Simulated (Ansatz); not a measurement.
# Iridium, dhcp under m-r²SCAN: structure, energy and stiffness, part 1 of 2

What does m-r²SCAN give for iridium in the dhcp structure? We relax it, solve it on a dense k-mesh, then scale the cell to 7 volumes from 88 to 112 % of the relaxed one and try a fit of the equation of state. The start is ferromagnetic. The k-meshes are 13×13×4 for the relaxation; 17×17×5 for the dense run; 15×15×4 for the volumes.

Computed with Ansatz 0.2.0 (DFT m-r2SCAN, plane waves (500 eV) with PAW, scalar-relativistic; PAW files made under PBE, frozen cores solved again for the functional; m-r²SCAN is r²SCAN on the gauge-invariant kinetic-energy density, unless a step says otherwise).

## (1) The system as given

It takes space group P6_3/mmc (No. 194, hexagonal). The conventional cell has a = 2.715 Å, b = 2.715 Å, c = 8.867 Å, α = 90.00°, β = 90.00°, γ = 120.00°. Ir (site symmetry -3m) is surrounded by 12 Ir at 2.71 Å. Ir (site symmetry -6m2) is surrounded by 12 Ir at 2.71 Å.

As a file:

```
Ir
1.0
     2.71486    0.00000    0.00000
    -1.35743    2.35114    0.00000
     0.00000    0.00000    8.86674
Ir
4
Direct
  0.00000 0.00000 0.00000
  0.00000 0.00000 0.50000
  0.33333 0.66667 0.25000
  0.66667 0.33333 0.75000
```

Starting moments (μB): +1 ×4.

## (2) Relaxation of the cell

The input, input.yaml:

```yaml
crystal:
  lattice:
    - [2.7148619862, 0.0, 0.0]
    - [-1.3574309931, 2.3511394478, 0.0]
    - [0.0, 0.0, 8.8667392469]
  atoms:
    - { symbol: Ir, position: [0.0, 0.0, 0.0], spin: 1.0 }
    - { symbol: Ir, position: [0.0, 0.0, 0.5], spin: 1.0 }
    - { symbol: Ir, position: [0.3333333333, 0.6666666667, 0.25], spin: 1.0 }
    - { symbol: Ir, position: [0.6666666667, 0.3333333333, 0.75], spin: 1.0 }
hamiltonian:
  xc: mr2scan
  pseudopotentials:
    kind: paw
    azcp:
      Ir: "pseudopotentials/Ir.paw.azcp"
basis:
  ecutwfc: 500
  fft_grid_basis: typed
kpoints:
  mp_grid: { grid: [13, 13, 4], shift: [0, 0, 0] }
magnetization:
  spin_polarized: true
scf:
  occupations: { method: fermi_dirac, width: 0.05 }
relax:
  max_steps: 60
  f_tol: 0.01
  cell: {}
output:
  write_density: true
  write_potential: true
  elf: true
  volumetric_format: npy
```

Command:

```console
$ ansatz run input.yaml --threads 2 --pin off --max-ram 6144MiB --backend cpu --events-out ev --progress --plain --runs-dir out
```

The program printed:

```text
Warning: RAYON_NUM_THREADS=2 ignored (pool sized by the plan → 2); use --threads N
Engine: ansatz 0.2.0, aarch64-unknown-linux-gnu
Pseudopotentials: kind: paw
Pseudopotential: Ir, paw, valence charge 17, recommended cutoff 500 eV (meta_gga), <dir>
Functional definition: m-r2SCAN
  exchange = m_r2scan_x
  correlation = m_r2scan_c
Crystal: 4 atoms, lattice volume = 56.597 Å³
Basis set: ecut = 500 eV, 1389 PW (Γ), exchange–correlation on 80×80×288 points (64 copies of the dense FFT grid, shifted against one another)
Bands: 44, of which v1, the nominal top of the filled ones, is band 34 counted from 1 (33 counted from 0)
Symmetry: 24 space group operations
Space group: P63/mmc (ITA 194), of the structure as read, at distance tolerance 3.8e-5 Å
Magnetic group: BNS 194.263 (UNI 1493), of the structure as read, at distance tolerance 3.8e-5 Å
k-points: 63 of 676
Non-local potential: Ir, projectors of the file, l = 0: 3, l = 1: 2, l = 2: 2, l = 3: 1
PAW form: soft (Blöchl's): semilocal exchange-correlation on the pseudo side does not see the compensation charge
PAW frozen core: Ir, regenerated for the run's functional (the file was generated under x = pbe(κ = 0.804, μ = 0.2195149727645171), c = pbe(β = 0.06672455060314922))
PAW one-centre angular grid: Ir, 590 points (default); XC on 160 Gauss nodes
Initial density: superposition of atomic densities (chi_scale 0.1, normalization cell)
Starting moments: Σ|m| = 4 μB on 4 of 4 sites
Initial wavefunctions: pseudopotential atomic-orbital guess
Functional: x = mr2scan, c = mr2scan; τ floored in thin density (d = 2e-4 eV/Å³)
iter 1 solved again at ethr=1.26e-3 eV; its pass at ethr=3.10e-3 eV (dr2=8.54e-1 eV) is discarded
SCF iter   1: F=—  HF=-47793.566621 eV  |F-HF|=—  |Δ(HF+E_count)|=         —  Δρ=3.88e-2 (↑3.88e-2 ↓2.37e-2)  dr2=1.10e0  dr2_τ=5.36e-2  dr2_m=2.21e-1  M=2.077 μB ∫|m|=2.088 μB  β_m=0.62  ethr=1.26e-3  ⟨swp⟩=2.0  Hψ=28730  notcnv=0
Mixer restart at iter 1: flushing history
preconditioner: auto → Kerker (q_TF=auto, 2.813 Å⁻¹)  [metal: Δε(μ)=0.002 eV  Ē_g=10.060 eV  σ=0.050 eV  W_gap=0.01  n_scr=24 (ndim 8)  ℏωp=29.6 eV  f_vac=0.000  D(μ)=4.05/eV (n_scr^D=52)]
spin=Collinear: Kerker preconditioning applied to the charge; magnetization (m = ρ↑ − ρ↓) channel mixes plain (no charge-response kernel on spin).
SCF iter   2: F=—  HF=-47793.503277 eV  |F-HF|=—  |Δ(HF+E_count)|=   6.33e-2  Δρ=2.14e-2 (↑2.14e-2 ↓1.39e-2)  dr2=3.37e-1  dr2_τ=1.01e-2  dr2_m=5.31e-2  M=1.851 μB ∫|m|=1.871 μB  β_m=1.00  ethr=1.26e-3  ⟨swp⟩=2.2  Hψ=9041  notcnv=0  κ⁻¹=1.0e0(r=1)
SCF iter   3: F=—  HF=-47794.162314 eV  |F-HF|=—  |Δ(HF+E_count)|=   6.59e-1  Δρ=9.86e-3 (↑9.86e-3 ↓7.47e-3)  dr2=5.43e-2  dr2_τ=3.18e-3  dr2_m=1.18e-2  M=1.316 μB ∫|m|=1.371 μB  β_m=1.00  ethr=4.95e-4  ⟨swp⟩=2.4  Hψ=9255  notcnv=0  defer=298  κ⁻¹=1.1e-1(r=2)
SCF iter   4: F=—  HF=-47795.028997 eV  |F-HF|=—  |Δ(HF+E_count)|=         —  Δρ=2.61e-2 (↑2.61e-2 ↓2.43e-2)  dr2=1.58e-2  dr2_τ=6.08e-2  dr2_m=3.16e-1  M=-0.436 μB ∫|m|=0.436 μB  β_m=1.00  ethr=7.99e-5  ⟨swp⟩=2.3  Hψ=9019  notcnv=0  defer=298
Mixer restart at iter 4: flushing history
SCF iter   5: F=—  HF=-47794.738386 eV  |F-HF|=—  |Δ(HF+E_count)|=   2.91e-1  Δρ=6.57e-3 (↑6.57e-3 ↓4.02e-3)  dr2=7.36e-3  dr2_τ=3.41e-3  dr2_m=1.36e-2  M=-0.073 μB ∫|m|=0.074 μB  β_m=0.36  ethr=7.35e-5  ⟨swp⟩=2.0  Hψ=9798  notcnv=0  defer=298
SCF iter   6: F=—  HF=-47794.739551 eV  |F-HF|=—  |Δ(HF+E_count)|=   1.16e-3  Δρ=4.48e-3 (↑4.48e-3 ↓2.64e-3)  dr2=4.01e-3  dr2_τ=9.92e-5  dr2_m=6.03e-3  M=-0.067 μB ∫|m|=0.067 μB  β_m=0.48  ethr=1.08e-5  ⟨swp⟩=1.4  Hψ=6409  notcnv=0  defer=298  κ⁻¹=1.0e0(r=1)
SCF iter   7: F=—  HF=-47794.742876 eV  |F-HF|=—  |Δ(HF+E_count)|=   3.32e-3  Δρ=2.00e-3 (↑2.00e-3 ↓1.13e-3)  dr2=1.06e-3  dr2_τ=6.96e-5  dr2_m=1.12e-3  M=-0.008 μB ∫|m|=0.009 μB  β_m=1.00  ethr=5.89e-6  ⟨swp⟩=2.1  Hψ=8336  notcnv=0  defer=298  κ⁻¹=2.4e-1(r=2)
SCF iter   8: F=—  HF=-47794.742643 eV  |F-HF|=—  |Δ(HF+E_count)|=   2.33e-4  Δρ=3.17e-4 (↑3.00e-4 ↓3.17e-4)  dr2=1.23e-4  dr2_τ=4.43e-6  dr2_m=8.59e-6  M=0.023 μB ∫|m|=0.024 μB  β_m=0.98  ethr=1.55e-6  ⟨swp⟩=2.0  Hψ=8503  notcnv=0  defer=298  κ⁻¹=5.1e-3(r=3)
SCF iter   9: F=—  HF=-47794.742641 eV  |F-HF|=—  |Δ(HF+E_count)|=   1.50e-6  Δρ=2.78e-4 (↑2.13e-4 ↓2.78e-4)  dr2=6.47e-5  dr2_τ=2.79e-6  dr2_m=1.15e-5  M=0.011 μB ∫|m|=0.012 μB  β_m=1.00  ethr=1.81e-7  ⟨swp⟩=1.0  Hψ=5552  notcnv=0  defer=298  κ⁻¹=7.1e-4(r=4)
SCF iter  10: F=—  HF=-47794.742738 eV  |F-HF|=—  |Δ(HF+E_count)|=   9.69e-5  Δρ=7.92e-5 (↑7.92e-5 ↓6.62e-5)  dr2=9.75e-6  dr2_τ=1.76e-7  dr2_m=4.60e-7  M=-0.016 μB ∫|m|=0.017 μB  β_m=1.00  ethr=9.52e-8  ⟨swp⟩=2.0  Hψ=7882  notcnv=0  defer=298  κ⁻¹=1.3e-4(r=5)
SCF iter  11: F=—  HF=-47794.742719 eV  |F-HF|=—  |Δ(HF+E_count)|=   1.91e-5  Δρ=8.67e-5 (↑8.67e-5 ↓7.85e-5)  dr2=3.96e-6  dr2_τ=5.43e-7  dr2_m=2.48e-6  M=-0.013 μB ∫|m|=0.013 μB  β_m=1.00  ethr=1.43e-8  ⟨swp⟩=2.1  Hψ=7855  notcnv=0  defer=298  κ⁻¹=8.7e-5(r=6)
SCF iter  12: F=—  HF=-47794.742717 eV  |F-HF|=—  |Δ(HF+E_count)|=   2.53e-6  Δρ=6.33e-5 (↑4.99e-5 ↓6.33e-5)  dr2=2.25e-6  dr2_τ=2.43e-7  dr2_m=1.06e-6  M=-0.006 μB ∫|m|=0.006 μB  β_m=0.30  ethr=5.82e-9  ⟨swp⟩=2.3  Hψ=8461  notcnv=0  defer=298  κ⁻¹=1.7e-5(r=7)
SCF iter  13: F=—  HF=-47794.742720 eV  |F-HF|=—  |Δ(HF+E_count)|=   3.24e-6  Δρ=2.69e-5 (↑2.63e-5 ↓2.69e-5)  dr2=4.45e-7  dr2_τ=1.79e-8  dr2_m=2.19e-7  M=0.000 μB ∫|m|=0.001 μB  β_m=0.30  ethr=3.30e-9  ⟨swp⟩=2.0  Hψ=7852  notcnv=0  defer=298  κ⁻¹=2.5e-6(r=8)
SCF iter  14: F=—  HF=-47794.742721 eV  |F-HF|=—  |Δ(HF+E_count)|=   1.11e-6  Δρ=1.51e-5 (↑1.51e-5 ↓1.39e-5)  dr2=1.25e-7  dr2_τ=8.42e-9  dr2_m=6.97e-8  M=0.001 μB ∫|m|=0.001 μB  β_m=1.00  ethr=6.55e-10  ⟨swp⟩=2.0  Hψ=7693  notcnv=0  defer=298  κ⁻¹=1.4e-6(r=8)
SCF iter  15: F=—  HF=-47794.742721 eV  |F-HF|=—  |Δ(HF+E_count)|=   2.05e-7  Δρ=6.01e-6 (↑5.54e-6 ↓6.01e-6)  dr2=4.19e-8  dr2_τ=1.82e-9  dr2_m=1.13e-9  M=-0.001 μB ∫|m|=0.001 μB  β_m=0.36  ethr=1.84e-10  ⟨swp⟩=2.4  Hψ=9941  notcnv=0  defer=298  κ⁻¹=1.4e-6(r=8)
SCF iter  16: F=—  HF=-47794.742721 eV  |F-HF|=—  |Δ(HF+E_count)|=   2.03e-8  Δρ=4.50e-6 (↑4.50e-6 ↓4.28e-6)  dr2=1.97e-8  dr2_τ=1.07e-9  dr2_m=3.19e-9  M=-0.000 μB ∫|m|=0.000 μB  β_m=1.00  ethr=6.16e-11  ⟨swp⟩=2.0  Hψ=7286  notcnv=0  defer=298  κ⁻¹=4.6e-5(r=8)
SCF iter  17: F=—  HF=-47794.742721 eV  |F-HF|=—  |Δ(HF+E_count)|=   2.20e-8  Δρ=1.75e-6 (↑1.75e-6 ↓1.66e-6)  dr2=1.25e-9  dr2_τ=2.56e-10  dr2_m=8.46e-10  M=-0.000 μB ∫|m|=0.000 μB  β_m=1.00  ethr=2.89e-11  ⟨swp⟩=2.0  Hψ=8039  notcnv=0  defer=298  κ⁻¹=2.1e-5(r=8)
SCF iter  18: F=—  HF=-47794.742721 eV  |F-HF|=—  |Δ(HF+E_count)|=   3.60e-9  Δρ=1.08e-6 (↑1.01e-6 ↓1.08e-6)  dr2=6.27e-10  dr2_τ=7.91e-11  dr2_m=2.92e-10  M=-0.000 μB ∫|m|=0.000 μB  β_m=1.00  ethr=1.84e-12  ⟨swp⟩=2.1  Hψ=9044  notcnv=0  defer=298  κ⁻¹=2.1e-5(r=8)
SCF iter  19: F=—  HF=-47794.742721 eV  |F-HF|=—  |Δ(HF+E_count)|=  5.02e-10  Δρ=7.17e-7 (↑7.17e-7 ↓7.09e-7)  dr2=3.02e-10  dr2_τ=4.86e-11  dr2_m=2.00e-10  M=0.000 μB ∫|m|=0.000 μB  β_m=0.83  ethr=1.00e-12  ⟨swp⟩=4.0  Hψ=26417  notcnv=0  κ⁻¹=6.0e-6(r=8)
SCF iter  20: F=-47794.742721 eV  HF=-47794.742721 eV  |F-HF|=1.75e-10  |Δ(HF+E_count)|=  2.55e-10  Δρ=4.13e-7 (↑4.10e-7 ↓4.13e-7)  dr2=3.42e-10  dr2_τ=1.09e-11  dr2_m=3.78e-11  M=0.000 μB ∫|m|=0.000 μB  ethr=1.00e-12  ⟨swp⟩=5.0  Hψ=21303  notcnv=0
WARN: the starting moments were not kept: the SCF closed with an absolute magnetisation of 1.3e-5 μB, where they sum to 4 μB in size (4 sites). That is at most 0.1 of that sum. Measured as dr2_m measures the in/out step, that magnetisation stands 2.3e-11 eV from none, at or under the dr2_threshold of 1.0e-7 eV: it is no larger than a step whose dr2_m would equal this threshold. The system may hold no moment; this SCF shows only that its start led to no more than that. To try another start: raise the starting moments (crystal.atoms[].spin, magnetization.per_species, magnetization.initial_magnetization, or on a non-collinear deck that types none of these the spinor_matrix: blocks that start its atoms; where the total moment is fixed, keep their sum and leave initial_magnetization as it is; typed ones take the place of any that the run laid by itself, positive ones on a crystal's lanthanoids without a Hubbard term where scf.initial_density.shell_occupations: [] is typed) or, if the notice of its spin-set hold's release reads "site moments contracting" or "site moments show no strong build", lengthen the hold (scf.mixing.spin_hold: { on: { confirm: 4 } }; for m-r²SCAN on two components see the key's manual first). Each may lead to a state that holds a moment. A second SCF, from the converged charge density, with the starting moments and any scf.initial_density.shell_occupations laid on it anew, would have followed, and was not run: the deck does not ask for one (magnetization.retry_lost_moments is false, the default). To let it run, set magnetization.retry_lost_moments: true and run the deck again, where that key's refused combinations let it; where memory then withholds it, that run's warning says so.
SCF 1 converged in 20 iterations: F = -47794.742721 eV  dr2 = 3.42e-10
relax step   1: F+E_penalty+E_count = -47794.74272124 eV  Δ(F+E_penalty+E_count) = +0.000e0 eV  max|allowed force component| = 6.939e-17 eV/Å  Δτ_max = 0.0000 Å  P = +2.239 GPa  Ω = 56.597 Å³  (20 SCF iters, dr2 threshold 1.00e-7 eV, accepted)
[... 23 lines left out ...]
relax step   2: F+E_penalty+E_count = -47794.73509833 eV  Δ(F+E_penalty+E_count) = +7.623e-3 eV  max|allowed force component| = 8.789e-17 eV/Å  Δτ_max = 0.0000 Å  P = -4.308 GPa  Ω = 57.605 Å³  energy of the carried Pulay correction = -7.406e-4 eV  (14 SCF iters, dr2 threshold 4.00e-7 eV, rejected (line search))
[... 20 lines left out ...]
relax step   3: F+E_penalty+E_count = -47794.74491077 eV  Δ(F+E_penalty+E_count) = -2.190e-3 eV  max|allowed force component| = 3.701e-17 eV/Å  Δτ_max = 0.0000 Å  P = -0.062 GPa  Ω = 56.939 Å³  energy of the carried Pulay correction = -2.527e-4 eV  (15 SCF iters, accepted)
[... 12 lines left out ...]
relax step   4: F+E_penalty+E_count = -47794.74491982 eV  Δ(F+E_penalty+E_count) = -9.047e-6 eV  max|allowed force component| = 2.082e-17 eV/Å  Δτ_max = 0.0000 Å  P = +0.000 GPa  Ω = 56.929 Å³  energy of the carried Pulay correction = -2.457e-4 eV  (7 SCF iters, dr2 threshold 1.31e-8 eV, accepted)
[... 16 lines left out ...]
relax step   5: F+E_penalty+E_count = -47794.74518120 eV  Δ(F+E_penalty+E_count) = -2.614e-4 eV  max|allowed force component| = 5.782e-17 eV/Å  Δτ_max = 0.0000 Å  P = +0.004 GPa  Ω = 56.929 Å³  stress off target by 4.56e-3 GPa  SCF on the basis re-selected at this cell (its energy is not comparable with the rows above)  (11 SCF iters)
basis re-selected at this cell: Δ(F+E_penalty+E_count) = -2.614e-4 eV, ΔP = +0.003 GPa vs the last step (what re-selecting the basis moved, of the pressure what is left beyond the Pulay correction that the steps carried, after the strain that the cell walked since its last selection, with what the two solves' SCF thresholds leave and, on support functions, any second-order correction that the steps lacked; it is no measure of the basis error at this ecutwfc). This SCF's stress stands 4.56e-3 GPa from its target on what of the cell is left free (relax.cell.stress_tol is 5.00e-2 GPa) and its largest allowed force component is 5.78e-17 eV/Å (relax.f_tol is 1.00e-2 eV/Å): within both
SCF converged after 11 iterations
Stability not checked: this state was not tested for a lower state beside it, because the mixer in use, unlike msr1, does not test its closes by its own steps (another_mixer; see scf.mixing.algorithm and scf.lower_state_search)
Magnetization: 0.0000 μB (34.0000 up, 34.0000 down)
Absolute magnetization: 0.0000 μB (∫|ρ↑−ρ↓|, with the PAW one-centre terms)
Spin contamination: 0.0000 ħ² per cell (⟨S²⟩ above its minimum at these occupations)
Per-site moments (μB) at R_I (Å): [(1.1697610442840208e-8, 1.1214759913726355), (1.1697610435487317e-8, 1.1214759913726355), (1.3095136648139003e-8, 1.1214759913726355), (1.309513660355651e-8, 1.1214759913726355)]
Free energy (F): -47794.745181 eV
Harris-Foulkes:  -47794.745181 eV  (|F-HF|=7.28e-12)
Internal energy: -47794.711925 eV  (E = F + TS)
E sigma→0 (E₀):  -47794.728553 eV
Entropy (-TS):   -0.033256 eV (-8.314 meV/atom)
Fermi energy:    25.447989 eV
--- Per-component energies (eV) ---
  E_band       = -413.327909
  E_kinetic    = 2494.036926
  E_local      = -4293.392091  (includes V_loc(G=0)·N_el)
  E_nonlocal   = 295.738349
  E_hartree    = 1650.202407
  E_xc         = -1021.787690
  E_vxc        = -1334.202940  (∫ρ·V_xc dr)
  E_paw        = -36998.828286  (= ΣΔE_a)
  E_vpaw       = -958.756350  (= ΣTr[D̂ρ^β])
  E_aug_tail   = -0.000038  (compensation charges beyond the density's cutoff)
  E_vtau       = 82.843426  (kinetic-family band-sum trace: ∫τ·v_τ [+ j·A + Jᵃ·Aᵃ] dr)
  E_ewald      = -9919.413929
  E_core_change = -1.267574  (= ΣΔE_core)
  E_smearing   = -0.033256  (= −TS)
  E_closure    = -0.000000  (closes the sum)
  Σ components = -47794.745181   (vs F -47794.745181, Δ=0.00e0)
--- Forces (eV/Å), atoms counted from 1 ---
  atom   1  Ir    -0.00000000     0.00000000     0.00000000
  atom   2  Ir    -0.00000000     0.00000000     0.00000000
  atom   3  Ir     0.00000000    -0.00000000    -0.00000000
  atom   4  Ir    -0.00000000     0.00000000     0.00000000
  max |Σ_I F_I| component: 2.78e-17 eV/Å
--- Stress (GPa, compression-positive) ---
        0.004563      -0.000000      -0.000000
        0.000000       0.004563      -0.000000
       -0.000000      -0.000000       0.001767
  P = ⅓ Tr σ = 0.0036 GPa (0.036 kbar)
--- Band table (eV; the first three rows and the last of 126) ---
  k-point 0 ↑: bands = ["-69.5279", "-69.4995", "-69.4816", "-69.4531", "-26.1873", "-25.7836", "-25.7803", "-25.4837", "-25.4837", "-25.4382", "-25.4382", "-25.4106", "-25.4106", "-25.3646", "-25.3646", "-25.3592", "13.9396", "16.2131", "16.2388", "17.0383", "20.8918", "20.9397", "21.2880", "21.2880", "21.3755", "21.3755", "21.3894", "21.8361", "21.8361", "21.9994", "21.9994", "23.5267", "23.5267", "24.3258", "24.3258", "24.6900", "25.0385", "25.0385", "26.1260", "26.1260", "32.9172", "38.6710", "39.5779", "40.5214"]
[... 3 lines left out ...]
--- Relaxed structure (4 steps of the walk, 3 accepted, 1 SCFs on fresh bases) ---
  F+E_penalty+E_count = -47794.74518120 eV   max|allowed force component| = 5.782e-17 eV/Å   (the final SCF, on the basis selected at the relaxed cell)
  cell:  # Å, volume = 56.9291 Å³
    - [2.718729676054874, -2.905250608803099e-33, -9.078908152509684e-35]
    - [-1.359364838027437, 2.3544889654861585, -3.3231110224441896e-35]
    - [-2.9651714026111718e-34, -2.9651714026111718e-34, 8.893470786812562]
  atoms:
    - { symbol: Ir, position: [-3.3726239975321125e-34, -1.0921966346612854e-34, 5.147557589468029e-85] }
    - { symbol: Ir, position: [-3.372623997532112e-34, -1.0921966346612852e-34, 0.5] }
    - { symbol: Ir, position: [0.33333333333333337, 0.6666666666666669, 0.25] }
    - { symbol: Ir, position: [0.6666666666666667, 0.33333333333333337, 0.75] }
```

Wall time 2.5 min (2 threads of Arm Neoverse V1, shared host); peak memory 0.66 GiB.

The walk, from the log:

```tsv
step	energy change (meV/atom)	largest force (eV/Å)	pressure (GPa)	volume (Å³/atom)	accepted
1	0.00	0.0000	2.24	14.149	yes
2	1.91	0.0000	-4.31	14.401	no
3	-0.55	0.0000	-0.06	14.235	yes
4	-0.55	0.0000	0.00	14.232	yes
5	-0.61	0.0000	0.00	14.232	yes
```

Steps that repeat a cell are solved on a basis chosen anew, so their changes of energy are no gain of the relaxation.

The cell of the run, before and after:

|  | before | after | change |
| --- | --- | --- | --- |
| a (Å) | 2.715 | 2.719 | +0.1 % |
| b (Å) | 2.715 | 2.719 | +0.1 % |
| c (Å) | 8.867 | 8.893 | +0.3 % |
| volume (Å³/atom) | 14.149 | 14.232 | +0.6 % |
| shortest distance (Å) | 2.715 | 2.719 | +0.1 % |
| space group (spins left aside) | P6_3/mmc | P6_3/mmc | same |

## (3) Dense single point

The input, input.yaml:

```yaml
crystal:
  lattice:
    - [2.7187296761, 0.0, 0.0]
    - [-1.359364838, 2.3544889655, 0.0]
    - [0.0, 0.0, 8.8934707868]
  atoms:
    - { symbol: Ir, position: [1.0, 1.0, 0.0], spin: 1.0 }
    - { symbol: Ir, position: [1.0, 1.0, 0.5], spin: 1.0 }
    - { symbol: Ir, position: [0.3333333333, 0.6666666667, 0.25], spin: 1.0 }
    - { symbol: Ir, position: [0.6666666667, 0.3333333333, 0.75], spin: 1.0 }
hamiltonian:
  xc: mr2scan
  pseudopotentials:
    kind: paw
    azcp:
      Ir: "pseudopotentials/Ir.paw.azcp"
basis:
  ecutwfc: 500
  fft_grid_basis: typed
kpoints:
  mp_grid: { grid: [17, 17, 5], shift: [0, 0, 0] }
magnetization:
  spin_polarized: true
scf:
  occupations: { method: fermi_dirac, width: 0.05 }
```

Command:

```console
$ ansatz run input.yaml --threads 2 --pin off --max-ram 6144MiB --backend cpu --events-out ev --progress --plain --runs-dir out
```

The program printed (excerpt; [...] marks lines left out):

```text
Warning: RAYON_NUM_THREADS=2 ignored (pool sized by the plan → 2); use --threads N
[...]
[... 3 set-up lines as earlier in the session ...]
[...]
Crystal: 4 atoms, lattice volume = 56.929 Å³
Basis set: ecut = 500 eV, 1389 PW (Γ), exchange–correlation on 80×80×288 points (64 copies of the dense FFT grid, shifted against one another)
Bands: 44, of which v1, the nominal top of the filled ones, is band 34 counted from 1 (33 counted from 0)
[... 2 set-up lines as earlier in the session ...]
Magnetic group: BNS 194.263 (UNI 1493), of the structure as read, at distance tolerance 3.8e-5 Å
k-points: 99 of 1445
[...]
Starting moments: Σ|m| = 4 μB on 4 of 4 sites
[...]
WARN: the starting moments were not kept: the SCF closed with an absolute magnetisation of 2.2e-6 μB, where they sum to 4 μB in size (4 sites). That is at most 0.1 of that sum. Measured as dr2_m measures the in/out step, that magnetisation stands 8.5e-13 eV from none, at or under the [...]
this state was not tested for a lower state beside it, because the mixer in use, unlike msr1, does not test its closes by its own steps (another_mixer; see scf.mixing.algorithm and scf.lower_state_search)
SCF converged after 19 iterations
Magnetization: 0.0000 μB (34.0000 up, 34.0000 down)
Absolute magnetization: 0.0000 μB (∫|ρ↑−ρ↓|, with the PAW one-centre terms)
Spin contamination: 0.0000 ħ² per cell (⟨S²⟩ above its minimum at these occupations)
Per-site moments (μB) at R_I (Å): [(7.892792500965839e-7, 1.1214759913852392), (7.892792500975196e-7, 1.1214759913852392), (3.764895618231863e-8, 1.1214759913852392), (3.7648956085860416e-8, 1.1214759913852392)]
Free energy (F): -47794.745419 eV
[...]
E sigma→0 (E₀):  -47794.730661 eV
Entropy (-TS):   -0.029515 eV (-7.379 meV/atom)
Fermi energy:    25.406952 eV
[...]
```

Run time: 57 s. Hardware: 2 threads of Arm Neoverse V1, shared host; peak memory 0.72 GiB.

(Continued in part 2 of 2.)
